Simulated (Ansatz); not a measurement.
# VSi2: the cost of one run

Computed with Ansatz 0.2.0 (DFT PBE, scalar-relativistic, plane waves, PAW, unless a step's input says otherwise).

## 1. The starting structure

The structure is hexagonal, space group P6_422 (No. 181). Conventional cell: a = 4.573 Å, b = 4.573 Å, c = 6.374 Å, α = 90.00°, β = 90.00°, γ = 120.00°. V (site symmetry 222) has 10 Si at 2.51 to 2.67 Å as nearest neighbours. Si (site symmetry 2) is surrounded by 5 Si at 2.48 to 2.67 Å and 5 V at 2.51 to 2.67 Å.

As a file:

```xyz
9
Lattice="4.5726 0.0000 0.0000 -2.2863 3.9600 0.0000 0.0000 0.0000 6.3744" Properties=species:S:1:pos:R:3 pbc="T T T"
V     2.2863    0.0000    0.0000
V     1.1432    1.9800    4.2496
V    -1.1432    1.9800    2.1248
Si    0.0000    1.2878    0.0000
Si    3.4573    0.6439    4.2496
Si    1.1710    3.3161    2.1248
Si    2.2863    2.6722    0.0000
Si   -1.1710    3.3161    4.2496
Si    1.1153    0.6439    2.1248
```

The structure comes from the Crystallography Open Database.

(A quick probe on a coarse mesh, which set the mesh and smearing, is not shown.)

## 3. Reference: the cell as listed

input.yaml

```yaml
crystal:
  lattice:
    - [4.5726009694, 0.0, 0.0]
    - [-2.2863004847, 3.9599886008, 0.0]
    - [0.0, 0.0, 6.3744]
  atoms:
    - { symbol: V, position: [0.5, 0.0, 0.0] }
    - { symbol: V, position: [0.5, 0.5, 0.6666666667] }
    - { symbol: V, position: [0.0, 0.5, 0.3333333333] }
    - { symbol: Si, position: [0.1626, 0.3252, 0.0] }
    - { symbol: Si, position: [0.8374, 0.1626, 0.6666666667] }
    - { symbol: Si, position: [0.6748, 0.8374, 0.3333333333] }
    - { symbol: Si, position: [0.8374, 0.6748, 0.0] }
    - { symbol: Si, position: [0.1626, 0.8374, 0.6666666667] }
    - { symbol: Si, position: [0.3252, 0.1626, 0.3333333333] }
basis:
  ecutwfc: 420
kpoints:
  mp_grid: { grid: [9, 9, 6] }
hamiltonian:
  xc: pbe
scf:
  occupations: { method: gaussian, width: 0.1 }
output:
  forces: true
  stress: true
  eigenvalues: true
  populations: true
  write_density: true
  write_potential: true
  elf: true
  volumetric_format: npy
```

The run is started by

```
> ansatz run input.yaml --threads 2 --pin off --max-ram 2662MiB --backend cpu --events-out ev --progress --plain --runs-dir out
```

What time and memory should one allow on 2 threads of an x86-64 CPU, shared host?

About 9.2 s, with a peak of 0.52 GiB.
